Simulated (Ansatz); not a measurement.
# C: the cost of one run

Program: Ansatz 0.2.0. Level of theory: DFT PBE+D3(BJ), scalar-relativistic, plane waves, PAW. These are calculated values, not measurements.

2 further runs of the same task are left out: 2 set aside as unsound or not needed.

## 1. The structure to begin with

It takes space group Fmmm (No. 69, orthorhombic). Conventional cell: a = 2.466 Å, b = 4.268 Å, c = 6.799 Å, α = 90.00°, β = 90.00°, γ = 90.00°. Around C (site symmetry m2m) lie 3 C at 1.42 Å.

Coordinates:

```
CELL_PARAMETERS angstrom
1.23277 -2.13415 0.00000
1.23277 2.13415 0.00000
0.00000 0.00000 6.79898
ATOMIC_POSITIONS crystal
C 0.08331 0.91669 0.75000
C 0.58331 0.41669 0.25000
C 0.91669 0.08331 0.25000
C 0.41669 0.58331 0.75000
```

It goes back to an entry of the Materials Project, which need not be the stable form.

It is the result of an earlier relaxation at this level (volume 8.94 Å³/atom; gap on the mesh: none (metal)).

## 2. The defect cell, relaxed

The supercell's rows are 1 3 0; -3 -1 0; 0 0 1 in vectors of the relaxed cell. Atom 33 is the C that will move.

The input, input.yaml:

```yaml
crystal:
  lattice:
    - [4.9310759918, 4.2682922365, 0.0]
    - [-4.9310759918, 4.2682922365, 0.0]
    - [0.0, 0.0, 6.7989838489]
  atoms:
    - { symbol: C, position: [0.5833449102, 0.8333449102, 0.7499969814] }
    - { symbol: C, position: [0.9583449102, 0.9583449102, 0.7499969814] }
    - { symbol: C, position: [0.4583449102, 0.4583449102, 0.7499969814] }
    - { symbol: C, position: [0.8333449102, 0.5833449102, 0.7499969814] }
    - { symbol: C, position: [0.2083449102, 0.7083449102, 0.7499969814] }
    - { symbol: C, position: [0.3333449102, 0.0833449102, 0.7499969814] }
    - { symbol: C, position: [0.7083449102, 0.2083449102, 0.7499969814] }
    - { symbol: C, position: [0.0833449102, 0.3333449102, 0.7499969814] }
    - { symbol: C, position: [0.3333449102, 0.5833449102, 0.2500030186] }
    - { symbol: C, position: [0.7083449102, 0.7083449102, 0.2500030186] }
    - { symbol: C, position: [0.2083449102, 0.2083449102, 0.2500030186] }
    - { symbol: C, position: [0.5833449102, 0.3333449102, 0.2500030186] }
    - { symbol: C, position: [0.9583449102, 0.4583449102, 0.2500030186] }
    - { symbol: C, position: [0.0833449102, 0.8333449102, 0.2500030186] }
    - { symbol: C, position: [0.4583449102, 0.9583449102, 0.2500030186] }
    - { symbol: C, position: [0.8333449102, 0.0833449102, 0.2500030186] }
    - { symbol: C, position: [0.1666550898, 0.4166550898, 0.2500030186] }
    - { symbol: C, position: [0.5416550898, 0.5416550898, 0.2500030186] }
    - { symbol: C, position: [0.0416550898, 0.0416550898, 0.2500030186] }
    - { symbol: C, position: [0.4166550898, 0.1666550898, 0.2500030186] }
    - { symbol: C, position: [0.7916550898, 0.2916550898, 0.2500030186] }
    - { symbol: C, position: [0.9166550898, 0.6666550898, 0.2500030186] }
    - { symbol: C, position: [0.2916550898, 0.7916550898, 0.2500030186] }
    - { symbol: C, position: [0.6666550898, 0.9166550898, 0.2500030186] }
    - { symbol: C, position: [0.4166550898, 0.6666550898, 0.7499969814] }
    - { symbol: C, position: [0.7916550898, 0.7916550898, 0.7499969814] }
    - { symbol: C, position: [0.2916550898, 0.2916550898, 0.7499969814] }
    - { symbol: C, position: [0.6666550898, 0.4166550898, 0.7499969814] }
    - { symbol: C, position: [0.0416550898, 0.5416550898, 0.7499969814] }
    - { symbol: C, position: [0.1666550898, 0.9166550898, 0.7499969814] }
    - { symbol: C, position: [0.5416550898, 0.0416550898, 0.7499969814] }
    - { symbol: C, position: [0.9166550898, 0.1666550898, 0.7499969814] }
    - { symbol: C, position: [0.2319053226, -0.009767793, 0.0340640857] }
basis:
  ecutwfc: 420
  xc_grid: 2
kpoints:
  mp_grid: { grid: [4, 4, 4], shift: [0.5, 0.5, 0.5] }
hamiltonian:
  xc: pbe
  dispersion: d3bj
scf:
  occupations: { method: gaussian, width: 0.1 }
output:
  forces: true
  stress: false
  eigenvalues: true
  write_density: true
  write_potential: true
  elf: true
  volumetric_format: npy
relax:
  adjacent_minimum: "off"
  f_tol: 0.02
  max_steps: 60
```

Run with:

```bash
$ ansatz run input.yaml --threads 4 --pin off --max-ram 10240MiB --backend cpu --events-out ev --progress --plain --runs-dir out
```

Q: Estimate wall time and peak memory on 4 threads of Arm Neoverse V1, shared host.

About 19 min, with a peak of 1.3 GiB.
